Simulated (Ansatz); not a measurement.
**SrO under changes of volume**

One of the cells (16.995 Å³/atom); the others are scaled copies at fixed shape and fractional positions:

```xyz
4
Lattice="3.5533 0.0000 0.0000 -1.7766 3.0772 0.0000 0.0000 0.0000 6.2173" Properties=species:S:1:pos:R:3 pbc="T T T"
Sr    1.7766    1.0257    4.6630
Sr    0.0000    2.0515    1.5543
O     0.0000    0.0000    3.1087
O     0.0000    0.0000    0.0000
```

Measurements of this composition are mostly on another form, of space group No. 225.

* Program: Ansatz 0.2.0
* Functional: r2SCAN
* Potentials or basis: Ansatz PAW
* Cutoff: 500 eV (not typed: the program's choice for these potentials)
* k mesh: 9 × 9 × 5
* Occupations: fermi-dirac, width 0.05 eV
* Spin: no spin polarisation

| volume (Å³/atom) | energy over the lowest point (meV/atom) | pressure (GPa) | gap on the mesh (eV) |
| --- | --- | --- | --- |
| 15.976 | 16.15 | 5.8 | 3.58 |
| 16.316 | 6.26 | 3.5 | 3.58 |
| 16.656 | 1.03 | 1.4 | 3.57 |
| 16.995 | 0.00 | -0.4 | 3.56 |
| 17.335 | 2.74 | -2.1 | 3.54 |
| 17.675 | ? | ? | ? |
| 18.015 | 18.02 | -5.0 | 3.32 |

Q: What does the run at 17.675 Å³/atom give?

A: Energy over the lowest point 8.86 meV/atom; pressure -3.6 GPa; gap on the mesh 3.43 eV.

Worked out: A Birch-Murnaghan fit of order 3 (a polynomial in V^(-2/3)) to the other rows has its minimum at 16.91 Å³/atom with B0 = V·E''(V) = 91 GPa and B' = 4.3 at fixed shape and positions, which overstates the stiffness. It gives 8.86 meV/atom at 17.675 Å³/atom, against the run's 8.86, and -dE/dV = -3.6 GPa, against -3.6. A parabola through the other rows of the gap, of slope -4.61 eV per unit of ln V there, gives 3.43 eV, against the run's 3.43.

Energies are extrapolated to zero smearing.

Caveats: odd divisions of the mesh miss points on the zone boundary, where band edges often lie, so the gap on the mesh can be too wide; the PAW data sets come from PBE, with cores solved anew for the run's functional, which leaves a small shift of forces and pressure.

A mesh can miss the band edges. Spin-orbit coupling on Sr is left out.
